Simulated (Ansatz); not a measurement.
Starting cell, ZrO2 (tetragonal-ZrO2 type, space group P4_2/nmc):

```yaml
crystal:
  lattice:
    - [3.58446, 0.00000, 0.00000]
    - [0.00000, 3.58446, 0.00000]
    - [0.00000, 0.00000, 5.17872]
  atoms:
    - { symbol: Zr, position: [0.00000, 0.00000, 0.00000] }
    - { symbol: Zr, position: [0.50000, 0.50000, 0.50000] }
    - { symbol: O, position: [0.00000, 0.50000, 0.20116] }
    - { symbol: O, position: [0.00000, 0.50000, 0.70116] }
    - { symbol: O, position: [0.50000, 0.00000, 0.29884] }
    - { symbol: O, position: [0.50000, 0.00000, 0.79884] }
```

Scan: atom 6 (O, nearest neighbour Zr at 2.073 Å; its periodic images, 3.6 Å or more away, move with it) is displaced along Cartesian [110], direction (0.707, 0.707, 0.000) in Cartesian axes, by s. The other atoms stay.

Calculation: PBEsol (plane waves to 420 eV, PAW, scalar-relativistic; Ansatz, a program for electronic structure). k mesh 8×8×5 (Γ-centred), Fermi-Dirac smearing 0.05 eV. E stands for the smeared free energy. Stress and pressure are positive under compression. F⊥ is the part of the force across the line. The PAW data are Ansatz's earlier set. This is a high-temperature form of ZrO2. ZrO2 is run without spin polarisation. ZrO2 was relaxed with its symmetry unable to fall. ΔE is measured from the undisplaced structure.

| s (Å) | P (GPa) | ΔE (eV/cell) | |F⊥| (eV/Å) |
|---|---|---|---|
| -0.410 | 6.73 | 0.976 | 2.536 |
| -0.328 | 4.35 | … | 1.928 |
| -0.246 | 2.46 | 0.344 | 1.382 |
| -0.164 | 1.10 | 0.152 | 0.888 |
| -0.082 | 0.27 | 0.038 | … |
| 0.000 | 0.00 | 0.000 | 0.000 |
| 0.082 | 0.27 | 0.038 | … |
| 0.164 | 1.10 | 0.152 | 0.888 |
| 0.246 | 2.46 | 0.344 | 1.382 |
| 0.328 | 4.35 | … | 1.928 |
| 0.410 | 6.73 | 0.976 | 2.536 |

Q: Some entries are withheld; supply them.

A: 
- -0.328, ΔE (eV/cell): 0.617
- -0.082, |F⊥| (eV/Å): 0.434
- 0.082, |F⊥| (eV/Å): 0.434
- 0.328, ΔE (eV/cell): 0.617

(For displaced atoms, the force is minus the slope of the energy, and its curvature is a force constant, which sets phonon frequencies.)
